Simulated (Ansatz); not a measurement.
**CdI2: the band gap up the ladder of functionals**

The task here is to estimate one member of a computed series from the others.

Program: Ansatz 0.2.0. PAW datasets, plane waves. (Simulation; spin polarisation is off.)

### The structure to begin with

The cell was relaxed beforehand with r2SCAN+rVV10.

Space group P-3m1 (No. 164), trigonal; conventional cell a = 4.249 Å, c = 6.884 Å, 35.87 Å³ an atom. Around Cd lie 6 I at 2.99 Å; around I lie 3 Cd at 2.99 Å.

Structure file:

Space group P-3m1 (No. 164). a = 4.249 Å, b = 4.249 Å, c = 6.884 Å, α = 90.00°, β = 90.00°, γ = 120.00°
```tsv
atom	site	symmetry	x	y	z
Cd	1a	-3m.	0.0000	0.0000	0.0000
I	2d	3m.	0.3333	0.6667	0.2496
```

The first run:

The input, input.yaml:

```yaml
crystal:
  lattice:
    - [4.2487073931, 0.0, 0.0]
    - [-2.1243536965, 3.6794885357, 0.0]
    - [0.0, 0.0, 6.8836385196]
  atoms:
    - { symbol: Cd, position: [0.0, 0.0, 0.0] }
    - { symbol: I, position: [0.3333333333, 0.6666666667, 0.2495631425] }
    - { symbol: I, position: [0.6666666667, 0.3333333333, 0.7504368575] }
kpoints:
  mp_grid: { grid: [12, 12, 4] }
  band_path:
    path:
      - [[0.0, 0.0, 0.0], [0.5, -1.562337922452e-17, -8.072578464186e-34], [0.3333333333333, 0.3333333333333, -1.614515692837e-33], [0.0, 0.0, 0.0], [0.0, -2.335210463116e-50, 0.5], [0.5, -1.562337922452e-17, 0.5], [0.3333333333333, 0.3333333333333, 0.5], [0.0, -2.335210463116e-50, 0.5]]
      - [[0.5, -1.562337922452e-17, 0.5], [0.5, -1.562337922452e-17, -8.072578464186e-34]]
      - [[0.3333333333333, 0.3333333333333, 0.5], [0.3333333333333, 0.3333333333333, -1.614515692837e-33]]
    npoints: 10
hamiltonian:
  xc: pbe
scf:
  occupations: { method: fermi_dirac, width: 0.02 }
  n_extra_bands: 4
output:
  forces: true
  stress: true
  eigenvalues: true
```

Command:

```console
$ ansatz run input.yaml --threads 2 --pin off --max-ram 29491MiB --backend cpu --events-out ev --progress --plain --runs-dir out
```

Among the steps run: PBE bands along the symmetry lines; r2SCAN at the same geometry; Single point with HSE06; PBE+SOC; Single point with PBE0; LDA; Quasiparticle levels, G0W0@PBE; One-shot GW from PBE; Single point with DDH-PBE0; Single point with HSE06+SOC; LC-ωPBE; Single point with r2SCAN0.

One table of the session follows, with a row left open; its other results are not shown here.

| level | gap (eV) |
| --- | --- |
| PBE | 2.36 |
| r2SCAN | 2.78 |
| HSE06 | 3.29 |
| PBE+SOC | 2.02 |
| PBE0 | 3.97 |
| LDA | 2.14 |
| G0W0@PBE (321 empty bands) | 3.54 |
| G0W0@PBE (797 empty bands) | 3.58 |
| DDH-PBE0 | 3.55 |
| HSE06+SOC | 2.95 |
| LC-ωPBE | 8.07 |
| r2SCAN0 | ? |

Q: Estimate the row for r2SCAN0 from the others.

As computed: gap (eV): 4.26. In the column «gap (eV)» it lies between PBE0 (3.97) and LC-ωPBE (8.07).

Meshes: PBE 12×12×4, r2SCAN 12×12×4, HSE06 6×6×4, PBE+SOC 12×12×4, PBE0 6×6×4, LDA 12×12×4, DDH-PBE0 6×6×4, HSE06+SOC 6×6×2, LC-ωPBE 6×6×4, r2SCAN0 6×6×4.

What this shows: PBE+SOC gives the least gap, 2.02 eV, and LC-ωPBE the largest, 8.07 eV. Against G0W0@PBE, PBE is short by 1.22 eV, at 66 % of it, and r2SCAN 78 %. PBE0 lies 0.68 eV above HSE06, which differs from it by screening the long-range exchange. The G0W0 figures hold for the stated bands, cutoff and mesh and aren't extrapolated.

Limits of these values: Warnings in the runs' records: stress scf threshold loose, stress exchange threshold loose.
